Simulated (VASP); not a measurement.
GeSe:

```
CELL_PARAMETERS angstrom
10.79000 0.00000 0.00000
0.00000 3.82000 0.00000
0.00000 0.00000 4.38000
ATOMIC_POSITIONS crystal
Ge 0.12100 0.75000 0.89400
Ge 0.62100 0.75000 0.60600
Ge 0.37900 0.25000 0.39400
Ge 0.87900 0.25000 0.10600
Se 0.85200 0.75000 0.49700
Se 0.35200 0.75000 0.00300
Se 0.64800 0.25000 0.99700
Se 0.14800 0.25000 0.50300
```

```yaml
Program: VASP 6.6.1
Task: relaxation of cell and atoms
Functional: PBE
Dispersion: D3(BJ)
Potentials_or_basis: VASP PAW PBE potentials, release 64 (Ge_d, Se)
Cutoff: 600 eV
k_mesh: 4 × 8 × 6
Occupations: gaussian, width 0.03 eV
Spin: no spin polarisation
```

At the start: pressure 3.3 GPa; volume 22.57 Å³/atom.

Problem. How do energy, volume and symmetry change on relaxing?

Solution. Over 25 steps the energy falls by 11.7 meV/atom and the volume is 23.52 Å³/atom (+4.2 %); space group Pnma (No. 62, to 0.05 Å).

Step by step:
| step | energy change (eV) | largest force (eV/Å) | pressure (GPa) | volume (Å³) |
| --- | --- | --- | --- | --- |
| 1 | 0.0000 | 0.2543 | 3.31 | 180.53 |
| 2 | -0.0416 | 0.2877 | -2.39 | 193.00 |
| 3 | -0.0841 | 0.1310 | -0.08 | 187.88 |
| 4 | -0.0841 | 0.1262 | -0.02 | 187.73 |
| 5 | -0.0878 | 0.0880 | 0.00 | 187.88 |
| 6 | -0.0900 | 0.0458 | 0.02 | 188.07 |
| 7 | -0.0901 | 0.0431 | 0.06 | 188.10 |
| 8 | -0.0912 | 0.0347 | -0.05 | 188.44 |
| 9 | -0.0912 | 0.0360 | -0.21 | 188.86 |
| 10 | -0.0914 | 0.0347 | -0.19 | 188.67 |
| 11 | -0.0920 | 0.0429 | 0.00 | 188.33 |
| 12 | -0.0921 | 0.0472 | 0.14 | 188.14 |
| 13 | -0.0926 | 0.0377 | 0.09 | 188.16 |
| 14 | -0.0932 | 0.0185 | 0.04 | 188.20 |
| 15 | -0.0934 | 0.0170 | -0.06 | 188.33 |
| 16 | -0.0934 | 0.0168 | -0.04 | 188.37 |
| 17 | -0.0934 | 0.0168 | -0.09 | 188.43 |
| 18 | -0.0935 | 0.0168 | -0.04 | 188.34 |
| 19 | -0.0936 | 0.0184 | 0.02 | 188.17 |
| 20 | -0.0936 | 0.0183 | 0.11 | 188.14 |
| 21 | -0.0936 | 0.0183 | -0.03 | 188.16 |
| 22 | -0.0936 | 0.0183 | 0.06 | 188.15 |
| 23 | -0.0937 | 0.0135 | 0.01 | 188.18 |
| 24 | -0.0937 | 0.0124 | -0.01 | 188.22 |
| 25 | -0.0938 | 0.0097 | 0.00 | 188.18 |

Final structure:
```
Ge Se
1.0
    10.95994    0.00000    0.00000
     0.00000    3.88173    0.00000
     0.00000    0.00000    4.42326
Ge Se
4 4
Direct
  0.12293 0.75000 0.89010
  0.62293 0.75000 0.60990
  0.37707 0.25000 0.39010
  0.87707 0.25000 0.10990
  0.85450 0.75000 0.49863
  0.35450 0.75000 0.00137
  0.64550 0.25000 0.99863
  0.14550 0.25000 0.50137
```
